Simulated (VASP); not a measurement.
# SnO2 (Imma) in VASP: relaxation of cell and atoms with PBEsol

Aim: the relaxation of cell and atoms of SnO2 with PBEsol.

All numbers are computed with VASP 6.6.1; they aren't measurements. Logs are shortened: lines on timing, memory, paths and dates and some standing lists are left out, and cuts for length are marked.

### 1 The crystal as given

Symmetry: Imma, No. 74, orthorhombic system. The conventional cell has a = 6.498 Å, b = 6.829 Å, c = 6.828 Å, α = 90.00°, β = 90.00°, γ = 90.00°. Sn (site symmetry mm2) is surrounded by 6 O at 2.09 to 2.10 Å. Around Sn (site symmetry 2/m) lie 6 O at 2.09 Å. Around O (site symmetry m) lie 3 Sn at 2.09 to 2.10 Å. O (site symmetry m) has 3 Sn at 2.09 Å as nearest neighbours.

The cell is a database's computed one.

### 2 Relaxation of cell and atoms, PBEsol

The input, INCAR:

```
PREC = Accurate
ENCUT = 600
EDIFF = 1E-7
ISMEAR = 0
SIGMA = 0.02
LREAL = False
LASPH = True
NELM = 80
ALGO = Normal
ISIF = 3
LWAVE = False
LCHARG = False
GGA = PS
IBRION = 2
NSW = 90
EDIFFG = -0.005
```

The input, KPOINTS:

```
Automatic mesh
0
Gamma
  6 6 6
```

The input, POSCAR:

```
SnO2
1.0
   -3.2488970000      3.4144700000      3.4140210000
    3.2488970000     -3.4144700000      3.4140210000
    3.2488970000      3.4144700000     -3.4140210000
Sn O
4 8
Direct
    0.9964010000      0.2464010000      0.7500000000
    0.0035990000      0.7535990000      0.2500000000
    0.5000000000      0.5000000000      0.5000000000
    0.5000000000      0.0000000000      0.0000000000
    0.1935040000      0.1962260000      0.5027220000
    0.6975650000      0.7540600000      0.9435050000
    0.1935040000      0.6907820000      0.9972780000
    0.3105550000      0.7540600000      0.5564950000
    0.6894450000      0.2459400000      0.4435050000
    0.3024350000      0.2459400000      0.0564950000
    0.8064960000      0.3092180000      0.0027220000
    0.8064960000      0.8037740000      0.4972780000
```

Potentials or basis: VASP PAW PBE potentials, release 64 (Sn_d, O).

Run with:

```console
> cat potpaw_PBE.64/Sn_d/POTCAR potpaw_PBE.64/O/POTCAR > POTCAR
> mpirun -np 1 vasp_std > vasp.out
```

OUTCAR:

```text
PREC = Accurate
   ENCUT = 600
   EDIFF = 1E-7
   ISMEAR = 0
   LREAL = False
   LASPH = True
   NELM = 80
   ISIF = 3
   GGA = PS
   IBRION = 2
   NSW = 90
   EDIFFG = -0.005

 ion  position               nearest neighbor table
   1  0.996  0.246  0.750-  11 2.09  12 2.09   9 2.09  10 2.09   5 2.10   7 2.10   2 3.25   2 3.25

   2  0.004  0.754  0.250-   7 2.09   5 2.09   8 2.09   6 2.09  12 2.10  11 2.10   1 3.25   1 3.25

   3  0.500  0.500  0.500-   5 2.09  12 2.09   9 2.09   8 2.09  10 2.09   6 2.09   4 3.25   4 3.25

   4  0.500  0.000  0.000-   7 2.09  11 2.09  10 2.09   6 2.09   8 2.09   9 2.09   3 3.25   3 3.25

   5  0.194  0.196  0.503-   2 2.09   3 2.09   1 2.10
   6  0.698  0.754  0.944-   2 2.09   4 2.09   3 2.09
   7  0.194  0.691  0.997-   2 2.09   4 2.09   1 2.10
   8  0.311  0.754  0.556-   2 2.09   3 2.09   4 2.09
   9  0.689  0.246  0.444-   1 2.09   3 2.09   4 2.09
  10  0.302  0.246  0.056-   1 2.09   4 2.09   3 2.09
  11  0.806  0.309  0.003-   1 2.09   4 2.09   2 2.10
  12  0.806  0.804  0.497-   1 2.09   3 2.09   2 2.10

  LATTYP: Found a body centered orthorhombic cell.
 ALAT       =     6.4977940000
 B/A-ratio  =     1.0508246337
 C/A-ratio  =     1.0509628345

  Lattice vectors:

 A1 = (  -3.2488970000,  -3.4144700000,   3.4140210000)
 A2 = (   3.2488970000,  -3.4144700000,  -3.4140210000)
 A3 = (   3.2488970000,   3.4144700000,   3.4140210000)

Analysis of symmetry for initial positions (statically):
=====================================================================
 Subroutine PRICEL returns:
 Original cell was already a primitive cell.

 Routine SETGRP: Setting up the symmetry group for a
 body centered orthorhombic supercell.

 Subroutine GETGRP returns: Found  8 space group operations
 (whereof  4 operations were pure point group operations)
 out of a pool of  8 trial point group operations.

The static configuration has the point symmetry C_2h.
 The point group associated with its full space group is D_2h.

Analysis of symmetry for dynamics (positions and initial velocities):
=====================================================================
 Subroutine PRICEL returns:
 Original cell was already a primitive cell.

 Routine SETGRP: Setting up the symmetry group for a
 body centered orthorhombic supercell.

 Subroutine GETGRP returns: Found  8 space group operations
 (whereof  4 operations were pure point group operations)
 out of a pool of  8 trial point group operations.

The dynamic configuration has the point symmetry C_2h.
 The point group associated with its full space group is D_2h.

 Subroutine INISYM returns: Found  8 space group operations
 (whereof  4 operations are pure point group operations),
 and found     1 'primitive' translations

----------------------------------------------------------------------------------------

                                     Primitive cell

  volume of cell :     151.4905

  direct lattice vectors                    reciprocal lattice vectors
    -3.248897000  3.414470000  3.414021000     0.000000000  0.146435611  0.146454869
     3.248897000 -3.414470000  3.414021000     0.153898385  0.000000000  0.146454869
     3.248897000  3.414470000 -3.414021000     0.153898385  0.146435611  0.000000000

  length of vectors
     5.819748834  5.819748834  5.819748834     0.207104845  0.212447032  0.212433756

  position of ions in fractional coordinates (direct lattice)
     0.996401000  0.246401000  0.750000000
     0.003599000  0.753599000  0.250000000
     0.500000000  0.500000000  0.500000000
     0.500000000  0.000000000  0.000000000
     0.193504000  0.196226000  0.502722000
     0.697565000  0.754060000  0.943505000
     0.193504000  0.690782000  0.997278000
     0.310555000  0.754060000  0.556495000
     0.689445000  0.245940000  0.443505000
     0.302435000  0.245940000  0.056495000
     0.806496000  0.309218000  0.002722000
     0.806496000  0.803774000  0.497278000

  ion indices of the primitive-cell ions
   primitive index   ion index
                 1           1
                 2           2
                 3           3
                 4           4
                 5           5
                 6           6
                 7           7
                 8           8
                 9           9
                10          10
                11          11
                12          12

----------------------------------------------------------------------------------------

 KPOINTS: Automatic mesh

Automatic generation of k-mesh.
 Grid dimensions read from file:
 generate k-points for:    6    6    6

 Generating k-lattice:

  Cartesian coordinates                     Fractional coordinates (reciprocal lattice)
     0.000000000  0.024405935  0.024409145     0.166666667  0.000000000 -0.000000000
     0.025649731  0.000000000  0.024409145     0.000000000  0.166666667 -0.000000000
     0.025649731  0.024405935  0.000000000     0.000000000  0.000000000  0.166666667

  Length of vectors
     0.034517474  0.035407839  0.035405626

  Shift w.r.t. Gamma in fractional coordinates (k-lattice)
     0.000000000  0.000000000  0.000000000

 Subroutine IBZKPT returns following result:
 ===========================================

 Found     46 irreducible k-points:

 Following reciprocal coordinates:
            Coordinates               Weight
  0.000000  0.000000  0.000000      1.000000
  0.166667  0.000000  0.000000      4.000000
  0.333333  0.000000  0.000000      4.000000
  0.500000  0.000000 -0.000000      2.000000
 -0.000000  0.166667  0.000000      4.000000
  0.166667  0.166667  0.000000      8.000000
[... 16 lines left out ...]
 -0.166667  0.166667  0.166667      2.000000
  0.166667  0.333333  0.166667      4.000000
 [... further k-points ...]
   k-points           NKPTS =     46   k-points in BZ     NKDIM =     46   number of bands    NBANDS=     62
   number of dos      NEDOS =    301   number of ions     NIONS =     12
   total plane-waves  NPLWV = 110592
   dimension x,y,z NGX =    48 NGY =   48 NGZ =   48
   dimension x,y,z NGXF=    96 NGYF=   96 NGZF=   96
   ions per type =               4   8
   NGX,Y,Z   is equivalent  to a cutoff of  13.71, 13.71, 13.71 a.u.
   NGXF,Y,Z  is equivalent  to a cutoff of  27.42, 27.42, 27.42 a.u.
 SYSTEM =  unknown system
   PREC   = accura    normal or accurate (medium, high low for compatibility)
   ISTART =      0    job   : 0-new  1-cont  2-samecut
   ICHARG =      2    charge: 1-file 2-atom 10-const
   ISPIN  =      1    spin polarized calculation?
   LNONCOLLINEAR =      F non collinear calculations
   LSORBIT =      F    spin-orbit coupling
   LASPH  =      T    aspherical Exc in radial PAW
   ENCUT  =  600.0 eV  44.10 Ry    6.64 a.u.  11.62 11.62 11.62*2*pi/ulx,y,z
   NELM   =     80;   NELMIN=  2; NELMDL= -5     # of ELM steps
   EDIFF  = 0.1E-06   stopping-criterion for ELM
   LREAL  =      F    real-space projection
   EDIFFG = -.5E-02   stopping-criterion for IOM
   NSW    =     90    number of steps for IOM
   IBRION =      2    ionic relax: 0-MD 1-quasi-New 2-CG
   NFREE  =      1    steps in history (QN), initial steepest desc. (CG)
   ISIF   =      3    stress and relaxation
   ISYM   =      2    0-nonsym 1-usesym 2-fastsym
   POTIM  = 0.5000    time-step for ionic-motion
   TEBEG  =    0.0;   TEEND  =   0.0 temperature during run
   PSTRESS=    0.0 pullay stress
   NELECT =     104.0000    total number of electrons
   NUPDOWN=      -1.0000    fix difference up-down
   EMIN   =  10.00;   EMAX   =-10.00  energy-range for DOS
   EFERMI =   0.00;   METHOD = LEGACY
   ISMEAR =     0;   SIGMA  =   0.02  broadening in eV -4-tet -1-fermi 0-gaus
   EFERMI_NEDOS =   21; number of points for ismear=-14 and -15
   IALGO  =     38    algorithm
   IMIX   =      4    mixing-type and parameters
     AMIX     =   0.40;   BMIX     =  1.00
     AMIX_MAG =   1.60;   BMIX_MAG =  1.00
  volume/ion in A,a.u.               =      12.62        85.19
  Fermi-wavevector in a.u.,A,eV,Ry     =   1.444189  2.729122 28.377438  2.085683
  Thomas-Fermi vector in A             =   2.562512
   LORBIT       =      0    0 simple, 1 ext, 2 COOP (PROOUT), +10 PAW based schemes
   GGA     = PS    functional components
   LHFCALC =     F    Hartree Fock is set to
   AEXX    =    0.0000 exact exchange contribution
   IVDW    =     0    specifies the selected vdW correction
   LEPSILON=     F    determine dielectric tensor
   LRPA    =     F    only Hartree local field effects (RPA)
 conjugate gradient relaxation of ions
 non-spin polarized calculation
 Gauss-broadening in eV      SIGMA  =   0.02
  energy-cutoff  :      600.00
  volume of cell :      151.49
 maximum number of plane-waves:      5105
 NGX is ok and might be reduce to    48
   NGX = 23   NGY = 23   NGZ = 23

--------------------------------------- Ionic step        1  -------------------------------------------

 number of electron     104.0000018 magnetization

 Free energy of the ion-electron system (eV)
  ---------------------------------------------------
  ext. energy  EPLUGINS =         0.00000000
  ---------------------------------------------------
  free energy    TOTEN  =       -79.26739422 eV

  energy without entropy =      -79.26739422  energy(sigma->0) =      -79.26739422

------------------------ aborting loop because EDIFF is reached ----------------------------------------

  FORCE on cell =-STRESS in cart. coord.  units (eV):
  Direction    XX          YY          ZZ          XY          YZ          ZX
  --------------------------------------------------------------------------------------
  -------------------------------------------------------------------------------------
  Total       -6.7483158     -5.3686344     -5.3444815      0.0000000      0.0000000      0.0000000
  in kB      -71.3707986    -56.7791631    -56.5237202      0.0000000      0.0000000      0.0000000
  external PRESSURE =     -61.5578940 kB  Pullay stress =       0.0000000 kB
[... 119 lines left out ...]
  FREE ENERGIE OF THE ION-ELECTRON SYSTEM (eV)
  ---------------------------------------------------
  free  energy   TOTEN  =       -79.3650792633 eV

  energy  without entropy=      -79.3650792633  energy(sigma->0) =      -79.36507926

[... ionic steps 4 to 16 ...]

--------------------------------------- Ionic step       17  -------------------------------------------

 number of electron     104.0000001 magnetization

------------------------ aborting loop because EDIFF is reached ----------------------------------------

  FORCE on cell =-STRESS in cart. coord.  units (eV):
  Direction    XX          YY          ZZ          XY          YZ          ZX
  --------------------------------------------------------------------------------------
  -------------------------------------------------------------------------------------
  Total       -0.0708270     -0.0728735     -0.0397421      0.0000000      0.0000000      0.0000000
  in kB       -0.7747319     -0.7971183     -0.4347136      0.0000000      0.0000000      0.0000000
  external PRESSURE =      -0.6688546 kB  Pullay stress =       0.0000000 kB
[... 77 lines left out ...]
  energy  without entropy=      -79.3709463756  energy(sigma->0) =      -79.37094638

--------------------------------------- Ionic step       19  -------------------------------------------

 number of electron     104.0000001 magnetization

 Free energy of the ion-electron system (eV)
  ---------------------------------------------------
  ext. energy  EPLUGINS =         0.00000000
  ---------------------------------------------------
  free energy    TOTEN  =       -79.37094707 eV

  energy without entropy =      -79.37094707  energy(sigma->0) =      -79.37094707

 E-fermi :   5.9061     XC(G=0): -11.4144

 val. band max:        5.7499839108   @ k =   0.0000   0.0000   0.0000
 cond. band min:       6.6384267126   @ k =   0.0000   0.0000   0.0000
 fundamental gap:      0.8884428018
 Fermi energy:         5.9061057669

 k-point     1 :       0.0000    0.0000    0.0000
  band No.  band energies     occupation
      1     -15.2487      2.00000
      2     -15.0031      2.00000
      3     -15.0029      2.00000
      4     -14.5571      2.00000
      5     -14.5571      2.00000
      6     -14.5025      2.00000
[... 1549 lines left out ...]
     61      14.6174      0.00000
     62      14.6175      0.00000

 [... further k-points ...]

------------------------ aborting loop because EDIFF is reached ----------------------------------------

  FORCE on cell =-STRESS in cart. coord.  units (eV):
  Direction    XX          YY          ZZ          XY          YZ          ZX
  --------------------------------------------------------------------------------------
  -------------------------------------------------------------------------------------
  Total        0.0437075     -0.0040472      0.0049279      0.0000000      0.0000000      0.0000000
  in kB        0.4782701     -0.0442871      0.0539231      0.0000000      0.0000000      0.0000000
  external PRESSURE =       0.1626354 kB  Pullay stress =       0.0000000 kB
[... 27 lines left out ...]
  FREE ENERGIE OF THE ION-ELECTRON SYSTEM (eV)
  ---------------------------------------------------
  free  energy   TOTEN  =       -79.3709470703 eV

  energy  without entropy=      -79.3709470703  energy(sigma->0) =      -79.37094707

 reached required accuracy - stopping structural energy minimisation
```

Run time: 58 min. Hardware: 1 thread of Intel Xeon 6975P-C (Granite Rapids), shared host; peak memory 0.61 GiB.

Results:

```
Free energy                            : -79.3709 eV
Relaxed volume                         : 12.20 Å³/atom
Relaxed cell                           : a = 5.754 Å, b = 5.754 Å, c = 5.754 Å, α = 112.05°, β = 108.20°, γ = 108.20°
Space group after relaxing (to 0.05 Å) : P4_2/mnm (No. 136)
Energy gained by relaxing              : 8.6 meV/atom
Ionic steps                            : 19
Pressure after relaxing                : 0.0 GPa
Largest force after relaxing           : 0.004 eV/Å
Band gap on the k mesh                 : 0.89 eV
```

Forces in eV/Å, atoms in the order of the input:
```
Sn   0.000  0.000 -0.003
Sn   0.000  0.000  0.003
Sn   0.000  0.000  0.000
Sn   0.000  0.000  0.000
O    0.002  0.000  0.003
O    0.000  0.003 -0.002
O   -0.002  0.000  0.003
O    0.000 -0.003 -0.002
O    0.000  0.003  0.002
O    0.000 -0.003  0.002
O    0.002  0.000 -0.003
O   -0.002  0.000 -0.003
```

Step by step:
```
step  energy change (eV)  largest force (eV/Å)  pressure (GPa)  volume (Å³)
   1              0.0000                0.0845           -6.16       151.49
   2              0.0521                0.3015            8.58       141.10
   3             -0.0977                0.0818           -0.13       146.71
   4             -0.0977                0.0849            0.00       146.61
   5             -0.1004                0.0366            0.08       146.39
   6             -0.1005                0.0340            0.09       146.33
   7             -0.1010                0.0318           -0.07       146.45
   8             -0.1012                0.0299           -0.32       146.62
   9             -0.1014                0.0291           -0.28       146.59
  10             -0.1019                0.0317           -0.15       146.51
  11             -0.1023                0.0499            0.11       146.33
  12             -0.1026                0.0417            0.09       146.34
  13             -0.1033                0.0201            0.07       146.36
  14             -0.1028                0.0377            0.00       146.40
  15             -0.1034                0.0203            0.04       146.37
  16             -0.1035                0.0137           -0.02       146.43
  17             -0.1035                0.0083           -0.07       146.47
  18             -0.1036                0.0043            0.03       146.41
  19             -0.1036                0.0041            0.02       146.42
```

Final structure:
```xyz
12
Lattice="-3.2155 3.3740 3.3739 3.2155 -3.3740 3.3739 3.2155 3.3740 -3.3739" Properties=species:S:1:pos:R:3 pbc="T T T"
Sn    3.2155    1.6870   -1.6865
Sn    0.0000    1.6870    5.0604
Sn    1.6077    1.6870    1.6870
Sn   -1.6077    1.6870    1.6870
O     1.6075    1.6870   -0.3796
O     3.2155    2.9944    1.6872
O     1.6080   -1.6870    2.9943
O     3.2155    0.3796    1.6872
O     0.0000    2.9944    1.6867
O     0.0000    0.3796    1.6867
O     1.6075    5.0610    0.3796
O     1.6080    1.6870    3.7536
```

Levels at points of the mesh, in eV from the valence-band top:
```csv
k point,band 50,band 51,band 52,band 53,band 54,band 55
"(0.00, 0.00, 0.00)",-0.78,-0.78,0.00,0.89,4.53,4.53
"(0.50, 0.00, 0.00)",-0.73,-0.63,-0.63,4.11,4.11,6.12
"(0.00, 0.50, 0.00)",-0.84,-0.51,-0.51,4.24,4.24,5.85
"(0.50, 0.50, 0.00)",-0.84,-0.51,-0.51,4.24,4.24,5.85
"(0.50, 0.50, 0.50)",-1.24,-0.89,-0.89,4.51,4.51,5.84
```

Caveat: the PAW data sets were made with another functional, which shifts forces and pressure a little; spin-orbit coupling is left out, which moves the levels of the heavy elements.
